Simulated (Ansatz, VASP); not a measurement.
# Cross-check of Sn24O47 (V_O hop (2.6 A)) between VASP and Ansatz

Wanted: the spread between two codes on one cell, functional and k mesh. The cell is taken from a series of runs on this material, whose earlier steps may have relaxed, scaled, displaced or heated it; both programs get it as it stands.

Calculated with Ansatz 0.2.0; plane waves, with VASP 6.6.1 beside it; single point at r2SCAN.

### Step 1. The structure

The cell holds 71 atoms: 24 Sn and 47 O. Its edges and angles: a = 9.536 Å, b = 9.536 Å, c = 9.636 Å, α = 90.0°, β = 90.0°, γ = 90.0°. It derives from SnO2 (SnO2 (P4_2/mnm)). Nearest the centre at fractional (0.500, 0.500, 0.500): O52 at 0.11 Å, Sn22 at 1.85 Å, Sn24 at 1.85 Å, O66 at 2.63 Å, O70 at 2.64 Å, O32 at 2.65 Å, O36 at 2.65 Å, Sn3 at 3.32 Å. The cell carries charge +2.

### Step 2. VASP: single point, r2SCAN

With cell and atoms fixed, the geometry can't cause a difference; cores, projectors, grids and the points listed under the comparison can.

Lines of VASP's logs that name or quote its potential files are left out, and so is its time.

Input file INCAR:

```
SYSTEM = Sn24O47
PREC = Accurate
ENCUT = 580
EDIFF = 1E-06
NELM = 120
ISMEAR = 0
SIGMA = 0.01
LREAL = Auto
ALGO = Normal
METAGGA = R2SCAN
LASPH = .TRUE.
NELECT = 616
NBANDS = 360
LORBIT = 11
LWAVE = .FALSE.
LCHARG = .FALSE.
ISIF = 2
ISYM = 2
GGA_COMPAT = .FALSE.
EFERMI = MIDGAP
LMIXTAU = .TRUE.
NCORE = 2
```

Input file POSCAR:

```
Sn24O47
1.0
    9.5356239186      0.0000000000      0.0000000000
    0.0000000000      9.5356239186      0.0000000000
    0.0000000000      0.0000000000      9.6357077492
Sn O
24 47
Direct
    0.2472918553      0.2480425304      0.1663806978
    0.9996080931      0.0003587682      0.0001697281
    0.2537379890      0.2544886641      0.5001545956
    0.0003177660      0.0010684410      0.3316844252
    0.2472990265      0.2480497015      0.8339281765
    0.0003677249      0.0011184000      0.6686932432
    0.2477602276      0.7525355815      0.1659250117
    0.9994695838      0.5005275530      0.0001629907
    0.2383622366      0.7611135277      0.5001889610
    0.9997400688      0.5003284264      0.3338033135
    0.2477745112      0.7525127222      0.8344357120
    0.9997937230      0.5002928444      0.6665305129
    0.7517849064      0.2485109026      0.1659250117
    0.4997768779      0.0002202589      0.0001629907
    0.7603628526      0.2391129117      0.5001889610
    0.4995777513      0.0004907439      0.3338033135
    0.7517620471      0.2485251863      0.8344357120
    0.4995421694      0.0005443981      0.6665305129
    0.7517490223      0.7524996974      0.1664301096
    0.4993568644      0.5001075394      0.0001557187
    0.7491236704      0.7498743454      0.5002125116
    0.5007680038      0.5015186788      0.3079609135
    0.7517837638      0.7525344388      0.8339129302
    0.5007801974      0.5015308725      0.6923201771
    0.0925603159      0.4010355272      0.1677977560
    0.4002848522      0.0933109910      0.1677977560
    0.1510938590      0.1518445341      0.0001696853
    0.3456461891      0.3463968642      0.0001820611
    0.0946114389      0.4012158975      0.5001373179
    0.4004652224      0.0953621140      0.5001373179
    0.1527659724      0.1535166475      0.3354951504
    0.3471039728      0.3478546479      0.3267133711
    0.0926658744      0.4011212364      0.8325608849
    0.4003705614      0.0934165495      0.8325608849
    0.1528036418      0.1535543169      0.6647943850
    0.3470564048      0.3478070799      0.6735810294
    0.0969090958      0.9035887162      0.1680858908
    0.4003111880      0.6009751846      0.1585390998
    0.1519118908      0.6543852195      0.0001864372
    0.3456889183      0.8481191756      0.0001823530
    0.0927531090      0.9066301970      0.5001878105
    0.1640417335      0.6460664705      0.3373446146
    0.3542527337      0.8356995988      0.3379286503
    0.0969726342      0.9036281082      0.8322770109
    0.4003258543      0.6009811264      0.8418397119
    0.1641315694      0.6460006342      0.6630173723
    0.3541717001      0.8358515134      0.6624277830
    0.6002245095      0.4010618631      0.1585390998
    0.9028380411      0.0976597709      0.1680858908
    0.6536345444      0.1526625659      0.0001864372
    0.8473685005      0.3464395933      0.0001823530
    0.4915536340      0.4923043091      0.5001863235
    0.9058795218      0.0935037841      0.5001878105
    0.6453157954      0.1647924086      0.3373446146
    0.8349489237      0.3550034088      0.3379286503
    0.6002304513      0.4010765293      0.8418397119
    0.9028774332      0.0977233093      0.8322770109
    0.6452499590      0.1648822445      0.6630173723
    0.8351008384      0.3549223752      0.6624277830
    0.5987936602      0.9064838763      0.1680745654
    0.9057332012      0.5995443353      0.1680745654
    0.6535528741      0.6543035492      0.0001368116
    0.8481850428      0.8489357179      0.0001841324
    0.5998223934      0.9066721912      0.5001750921
    0.9059215161      0.6005730685      0.5001750921
    0.6525320688      0.6532827440      0.3302458624
    0.8473404342      0.8480911093      0.3343086822
    0.5988365287      0.9065765380      0.8322388270
    0.9058258629      0.5995872038      0.8322388270
    0.6526205978      0.6533712730      0.6701654719
    0.8474009742      0.8481516493      0.6660577157
```

Input file KPOINTS:

```
Points of the shifted mesh
1
Reciprocal
 0.2500000000  0.2500000000  0.2500000000 1
```

The projector-augmented-wave data sets are Sn_d and O (PBE family, release 64).

Command:

```sh
> mpirun -np 8 vasp_std
```

Log:

```text
[banner, memory and clock lines left out]
running    8 mpi-ranks, on    1 nodes
[...]
|                                                                             |
|               ----> ADVICE to this user running VASP <----                  |
|                                                                             |
|     You enforced a specific xc type in the INCAR file but a different       |
|     [... a line on the potential file left out ...]
|     I HOPE YOU KNOW WHAT YOU ARE DOING!                                     |
|                                                                             |

 LDA part: xc-table for (None), standard interpolation
 POSCAR, INCAR and KPOINTS ok, starting setup
[...]
entering main loop
       N       E                     dE             d eps       ncg     rms          rms(c)
DAV:   1     0.140963723837E+05    0.14096E+05   -0.25092E+05   720   0.296E+03
DAV:   2     0.260976113927E+04   -0.11487E+05   -0.11034E+05   720   0.938E+02
DAV:   3    -0.754489409597E+03   -0.33643E+04   -0.32001E+04   752   0.377E+02
DAV:   4    -0.121462762540E+04   -0.46014E+03   -0.45018E+03   832   0.146E+02
DAV:   5    -0.123817370532E+04   -0.23546E+02   -0.23170E+02   848   0.325E+01BRMIX: very serious problems
 the old and the new charge density differ
 old charge density:   618.00000 new  616.00000
    0.533E+01
DAV:   6    -0.109849741754E+04    0.13968E+03   -0.18101E+02  1048   0.693E+01    0.239E+01
DAV:   7    -0.102182984431E+04    0.76668E+02   -0.40448E+01  1016   0.225E+01    0.116E+01
DAV:   8    -0.108049984258E+04   -0.58670E+02   -0.15266E+01   976   0.163E+01    0.574E+00
DAV:   9    -0.101081722970E+04    0.69683E+02   -0.90194E+00   920   0.891E+00    0.250E+00
[...]
DAV:  22    -0.101821376007E+04   -0.23411E-04   -0.40773E-05   808   0.198E-02    0.369E-03
DAV:  23    -0.101821378069E+04   -0.20625E-04   -0.11757E-05   632   0.913E-03    0.127E-03
DAV:  24    -0.101821378140E+04   -0.71299E-06   -0.71150E-07   456   0.306E-03
   1 F= -.10182138E+04 E0= -.10182138E+04  d E =0.000000E+00
```

Parts of OUTCAR (step 2):

```text
 POSITION                                       TOTAL-FORCE (eV/Angst)
 -----------------------------------------------------------------------------------
      2.35808      2.36524      1.60320         0.001929      0.001929     -0.007157
      9.53189      0.00342      0.00164         0.003906      0.003906      0.002071
      2.41955      2.42671      4.81934        -0.011037     -0.011037     -0.003793
      0.00303      0.01019      3.19601        -0.012473     -0.012473      0.045386
      2.35815      2.36531      8.03549         0.001256      0.001256      0.015127
      0.00351      0.01066      6.44333        -0.012599     -0.012599     -0.046424
      2.36255      7.17590      1.59880         0.040700     -0.039146     -0.034875
      9.53057      4.77284      0.00157         0.002485     -0.004416      0.001591
      2.27293      7.25769      4.81967        -0.020413      0.020947     -0.002615
      9.53315      4.77094      3.21643         0.002569     -0.002158      0.004617
      2.36268      7.17568      8.04038         0.037340     -0.035224      0.036277
      9.53366      4.77060      6.42249         0.000825      0.001368     -0.008153
      7.16874      2.36971      1.59880        -0.039146      0.040700     -0.034875
      4.76568      0.00210      0.00157        -0.004416      0.002485      0.001591
[...]
-----------------------------------------------------------------------------------
    total drift:                               -0.011779     -0.009467      0.001460

  FREE ENERGIE OF THE ION-ELECTRON SYSTEM (eV)
  ---------------------------------------------------
  free  energy   TOTEN  =     -1018.2137814040 eV

  energy  without entropy=    -1018.2137814040  energy(sigma->0) =    -1018.21378140
```

The cell is charged against a uniform background.

The run ends at a pressure of -2.95 GPa, with forces up to 0.11 eV/Å.

### Step 3. Ansatz: single point, r2SCAN

Ansatz runs on its PAW soft_1 files.

The same cell, functional and mesh now go to Ansatz.

Input file input.yaml:

```yaml
crystal:
  lattice:
    - [9.53562392, 0.0, 0.0]
    - [0.0, 9.53562392, 0.0]
    - [0.0, 0.0, 9.63570775]
  atoms:
    - { symbol: Sn, position: [0.24729186, 0.24804253, 0.1663807] }
    - { symbol: Sn, position: [-0.00039196, 0.00035882, 0.00016973] }
    - { symbol: O, position: [0.09256286, 0.40103794, 0.16779856] }
    - { symbol: O, position: [0.40028244, 0.09330845, 0.16779695] }
    - { symbol: O, position: [0.15109115, 0.15184725, 0.00016969] }
    - { symbol: O, position: [0.34564693, 0.34639612, 0.00018206] }
    - { symbol: Sn, position: [0.25373822, 0.25448844, 0.5001546] }
    - { symbol: Sn, position: [0.00031857, 0.00106763, 0.33168443] }
    - { symbol: O, position: [0.09461386, 0.40121816, 0.50013728] }
    - { symbol: O, position: [0.40046296, 0.0953597, 0.50013736] }
    - { symbol: O, position: [0.15276368, 0.15351894, 0.33549515] }
    - { symbol: O, position: [0.34710699, 0.34785163, 0.32671337] }
    - { symbol: Sn, position: [0.247299, 0.24804973, 0.83392818] }
    - { symbol: Sn, position: [0.0003685, 0.00111762, 0.66869324] }
    - { symbol: O, position: [0.09266832, 0.40112357, 0.83256011] }
    - { symbol: O, position: [0.40036823, 0.0934141, 0.83256166] }
    - { symbol: O, position: [0.15280139, 0.15355657, 0.66479438] }
    - { symbol: O, position: [0.34705925, 0.34780423, 0.67358103] }
    - { symbol: Sn, position: [0.24776086, 0.75253514, 0.16592519] }
    - { symbol: Sn, position: [-0.00052992, 0.50052695, 0.00016299] }
    - { symbol: O, position: [0.09691195, 0.9035907, 0.16808497] }
    - { symbol: O, position: [0.40030862, 0.60097142, 0.15854364] }
    - { symbol: O, position: [0.15191223, 0.65438508, 0.00018645] }
    - { symbol: O, position: [0.34569427, 0.84811394, 0.00018234] }
    - { symbol: Sn, position: [0.23836309, 0.76111364, 0.5001889] }
    - { symbol: Sn, position: [-0.00026018, 0.50032861, 0.33380332] }
    - { symbol: O, position: [0.09275635, 0.90663339, 0.50018782] }
    - { symbol: O, position: [0.16403751, 0.64607052, 0.33734466] }
    - { symbol: O, position: [0.35425399, 0.83569863, 0.33792874] }
    - { symbol: Sn, position: [0.24777508, 0.75251228, 0.83443555] }
    - { symbol: Sn, position: [-0.00020649, 0.50029304, 0.66653048] }
    - { symbol: O, position: [0.09697548, 0.90363012, 0.83227791] }
    - { symbol: O, position: [0.40032322, 0.60097736, 0.84183523] }
    - { symbol: O, position: [0.16412736, 0.64600475, 0.66301729] }
    - { symbol: O, position: [0.35417291, 0.83585041, 0.66242762] }
    - { symbol: Sn, position: [0.75178535, 0.24851027, 0.16592483] }
    - { symbol: Sn, position: [0.49977748, 0.00021976, 0.00016299] }
    - { symbol: O, position: [0.60022828, 0.40106443, 0.15853456] }
    - { symbol: O, position: [0.90283606, 0.09765692, 0.16808681] }
    - { symbol: O, position: [0.65363468, 0.15266223, 0.00018643] }
    - { symbol: O, position: [0.84737373, 0.34643424, 0.00018236] }
    - { symbol: Sn, position: [0.76036274, 0.23911206, 0.50018903] }
    - { symbol: Sn, position: [0.49957757, 0.000491, 0.3338033] }
    - { symbol: O, position: [0.49155433, 0.49230361, 0.50018632] }
    - { symbol: O, position: [0.90587633, 0.09350054, 0.5001878] }
    - { symbol: O, position: [0.64531174, 0.16479663, 0.33734457] }
    - { symbol: O, position: [0.8349499, 0.35500215, 0.33792856] }
    - { symbol: Sn, position: [0.75176249, 0.24852461, 0.83443587] }
    - { symbol: Sn, position: [0.49954197, 0.00054461, 0.66653054] }
    - { symbol: O, position: [0.60023421, 0.40107916, 0.84184419] }
    - { symbol: O, position: [0.90287542, 0.09772047, 0.83227611] }
    - { symbol: O, position: [0.64524584, 0.16488645, 0.66301746] }
    - { symbol: O, position: [0.83510195, 0.35492116, 0.66242794] }
    - { symbol: Sn, position: [0.75174909, 0.75249963, 0.16643011] }
    - { symbol: Sn, position: [0.49935218, 0.50011223, 0.00015572] }
    - { symbol: O, position: [0.59879616, 0.90648632, 0.16807563] }
    - { symbol: O, position: [0.90573076, 0.59954184, 0.1680735] }
    - { symbol: O, position: [0.65354803, 0.65430839, 0.00013681] }
    - { symbol: O, position: [0.84818674, 0.84893402, 0.00018413] }
    - { symbol: Sn, position: [0.74912378, 0.74987424, 0.50021251] }
    - { symbol: Sn, position: [0.5007733, 0.50151338, 0.30796091] }
    - { symbol: O, position: [0.59982565, 0.90667546, 0.50017511] }
    - { symbol: O, position: [0.90591825, 0.60056981, 0.50017508] }
    - { symbol: O, position: [0.65253121, 0.6532836, 0.33024586] }
    - { symbol: O, position: [0.84734355, 0.848088, 0.33430868] }
    - { symbol: Sn, position: [0.75178382, 0.75253438, 0.83391293] }
    - { symbol: Sn, position: [0.50078543, 0.50152564, 0.69232018] }
    - { symbol: O, position: [0.59883906, 0.90657901, 0.83223777] }
    - { symbol: O, position: [0.90582339, 0.59958467, 0.83223988] }
    - { symbol: O, position: [0.65261968, 0.65337219, 0.67016547] }
    - { symbol: O, position: [0.84740415, 0.84814848, 0.66605772] }
total_charge: 2
basis:
  ecutwfc: 500
  xc_grid: 2
hamiltonian:
  xc: r2scan
  pseudopotentials: { kind: paw, azcp: { folder: soft_1 } }
kpoints:
  mp_grid: { grid: [1, 1, 1], shift: [0.25, 0.25, 0.25] }
scf:
  occupations: { method: fixed }
  max_iter: 120
output:
  forces: true
  eigenvalues: true
checkpoint:
  write: "../qp2.top.r2scan.run"
  compress: false
  write_wavefunctions: false
  write_every: 100000
```

Command:

```sh
> ansatz run input.yaml --threads 4 --pin off --max-ram 8478MiB --backend cpu --events-out ev --progress --plain --runs-dir out
```

Log:

```text
Warning: the atoms were moved onto the symmetric positions of the space group found under crystal.symmetry.tolerance 1.0e-5 (fractional; no operation is sought that the atoms, as they stand in a round, miss by more than twice it, and no atom is moved by as much as it), and the run uses the moved positions. Before a round's move an operation carried an atom to 1.37e-4 Å from where it should land, the largest such dist [...]
[...]
SCF iter  10: F=—  HF=-171680.064568 eV  |F-HF|=—  |Δ(HF+E_count)|=   3.78e-7  Δρ=4.40e-6  dr2=1.41e-7  dr2_τ=1.40e-8  ethr=1.62e-11  ⟨swp⟩=15.0  Hψ=2123  notcnv=0
SCF iter  11: F=-171680.064568 eV  HF=-171680.064568 eV  |F-HF|=1.13e-8  |Δ(HF+E_count)|=   1.55e-8  Δρ=1.83e-6  dr2=2.29e-8  dr2_τ=3.06e-9  ethr=1.62e-11  ⟨swp⟩=5.0  Hψ=1221  notcnv=0
SCF 1 converged in 11 iterations: F = -171680.064568 eV  dr2 = 2.29e-8
  greatest PAW one-centre occupation: 0.996 electrons in one spin orbital (limit 2), on the Sn atom at site 54 (counted from 0), in its partial waves of l = 2
SCF converged after 11 iterations
Free energy (F): -171680.064568 eV
Harris-Foulkes:  -171680.064568 eV  (|F-HF|=1.13e-8)
Internal energy: -171680.064568 eV  (E = F + TS)
E sigma→0 (E₀):  -171680.064568 eV
Fermi energy:    8.546044 eV
--- Per-component energies (eV) ---
  E_band       = -2081.522651
  E_kinetic    = 12050.199390
  E_local      = -39043.838895  (includes V_loc(G=0)·N_el)
  E_nonlocal   = 5917.204979
  E_hartree    = 17822.608811
  E_xc         = -6061.618029
  E_vxc        = -6777.566387  (∫ρ·V_xc dr)
  E_paw        = -113351.952288  (= ΣΔE_a)
  E_vpaw       = -10298.440572  (= ΣTr[D̂ρ^β])
  E_aug_tail   = 0.014928  (compensation charges beyond the density's cutoff)
  E_vtau       = 425.683366  (kinetic-family band-sum trace: ∫τ·v_τ [+ j·A + Jᵃ·Aᵃ] dr)
  E_ewald      = -49028.829939
  E_core_change = 16.146476  (= ΣΔE_core)
  E_smearing   = -0.000000  (= −TS)
  E_closure    = -0.000000  (closes the sum)
  E_deformation_potential = 34.819676  (in the stress; not in F)
  Σ components = -171680.064568   (vs F -171680.064568, Δ=0.00e0)
--- Forces (eV/Å), atoms counted from 1 ---
  atom   1  Sn     0.00666826     0.00666826     0.00123140
  atom   2  Sn     0.00468526     0.00468526     0.00304292
  atom   3  O      0.02512700    -0.01239675     0.00809988
  atom   4  O     -0.01239675     0.02512700     0.00809988
  atom   5  O     -0.03555427    -0.03555427    -0.00048989
  atom   6  O      0.02026966     0.02026966    -0.00213925
  atom   7  Sn    -0.01495119    -0.01495119    -0.00391245
  atom   8  Sn    -0.00304336    -0.00304336     0.01210143
  atom   9  O      0.00303380    -0.00274359     0.00082588
  atom  10  O     -0.00274359     0.00303380     0.00082588
  atom  11  O     -0.02035161    -0.02035161    -0.01051879
  atom  12  O     -0.01419122    -0.01419122    -0.04453351
  atom  13  Sn     0.00654102     0.00654102     0.00354060
  atom  14  Sn    -0.00289886    -0.00289886    -0.01488819
  atom  15  O      0.02514763    -0.01565299    -0.00852039
  atom  16  O     -0.01565299     0.02514763    -0.00852039
  atom  17  O     -0.02479619    -0.02479619     0.01750511
  atom  18  O     -0.00409049    -0.00409049     0.04603418
  atom  19  Sn     0.02897282    -0.02871387    -0.04504485
  atom  20  Sn     0.00074614    -0.00347223     0.00197850
  atom  21  O      0.04061464    -0.03920020     0.01637109
  atom  22  O      0.02464241    -0.02447084     0.01728527
  atom  23  O     -0.01975491    -0.01198335     0.00045193
  atom  24  O      0.01373258     0.01941656    -0.00272850
[...]
atom  64  O     -0.00659212    -0.00659212    -0.02511051
  atom  65  O      0.02320146     0.02320146    -0.00177107
  atom  66  Sn     0.00404723     0.00404723    -0.00159251
  atom  67  Sn    -0.03140885    -0.03140885     0.02104114
  atom  68  O      0.01431906    -0.02248358    -0.00568142
  atom  69  O     -0.02248358     0.01431906    -0.00568142
  atom  70  O     -0.01810221    -0.01810221     0.02389207
  atom  71  O      0.02198322     0.02198322     0.00089565
  max |Σ_I F_I| component: 3.84e-4 eV/Å
--- Band table (eV) ---
  k-point 0: bands = ["-13.2826", "-13.2171", "-13.0744", "-13.0550", "-12.9465", "-12.9459", "-12.8985", "-12.8675", "-12.7347", "-12.7337", "-12.6981", "-12.6494", "-12.6390", "-12.6019", "-12.5684", "-12.5667", "-12.5510", "-12.5423", "-12.5369", "-12.5338", "-12.4631", "-12.4053", "-12.3822", "-12.3711", "-12.3178", "-12.2712", "-12.2677", "-12.1981", "-12.1859", "-12.1719", "-12.1435", "-12.1327", "-12.1232", "- [...]
```

### Step 4. Differences

Known differences besides the potentials themselves: VASP keeps PBE cores, Ansatz makes them for the functional; fixed occupations in Ansatz, narrow Gaussian smearing in VASP; the cutoff is 500 eV in Ansatz and 580 eV in VASP (PREC = Accurate, projectors in real space). Total energies have different zeros and are not compared.

The two programs side by side:

```
              quantity  Ansatz   VASP  difference
gap on the k mesh (eV)   2.719  2.715      +0.004
```

Forces on 10 of the 71 atoms, those with the largest forces and the largest differences (eV/Å; atoms numbered as in POSCAR):

```
atom         Ansatz x, y, z           VASP x, y, z
 O37   0.041, -0.039, 0.016   0.058, -0.056, 0.011
 O38   0.025, -0.024, 0.017   -0.028, 0.029, 0.002
 O41  0.077, -0.074, -0.001  0.062, -0.059, -0.001
 O44  0.039, -0.039, -0.017  0.056, -0.056, -0.011
 O45  0.027, -0.027, -0.033  -0.025, 0.027, -0.018
 O49   -0.039, 0.041, 0.016   -0.056, 0.058, 0.011
 O52   0.085, 0.085, -0.021   0.078, 0.078, -0.021
 O53  -0.074, 0.077, -0.001  -0.059, 0.062, -0.001
 O56  -0.027, 0.027, -0.033  0.027, -0.025, -0.018
 O57  -0.039, 0.039, -0.017  -0.056, 0.056, -0.011
```

The forces differ by 20 meV/Å r.m.s., which is 64.1 % of the r.m.s. force of 0.031 eV/Å (both taken over all components). A gap on the mesh is an upper bound, since the band edges may lie between its points. The cell carries a charge of +2 e against a uniform background, so its pressure also hangs on how the neutralising background is counted, and in a defect's cell a gap may be the spacing between its levels.

### Step 5. Summary of results

```json
{
 "r.m.s. force difference (single point, r2SCAN)": "20 meV/Å"
}
```

The r.m.s. force difference is 20 meV/Å (single point, r2SCAN), beyond the 12 meV/Å picked in this series as the mark of a large difference. What causes the difference of the single point, r2SCAN pair stays open here. How closely two codes agree says nothing of how well the functional describes the real material.

[Lines on the potential files, build, host, timing and source positions are cut from VASP's logs without a mark.]

[Logs are printed without paths, hosts, clocks, repeated set-up lines and the standing remarks that a program may print on its own settings, such as how far it seeks lower states.]

[Hosts, paths, dates, database ids (printed as entryN), source tags and the programs' standing remarks are cut or masked in the printed files.]
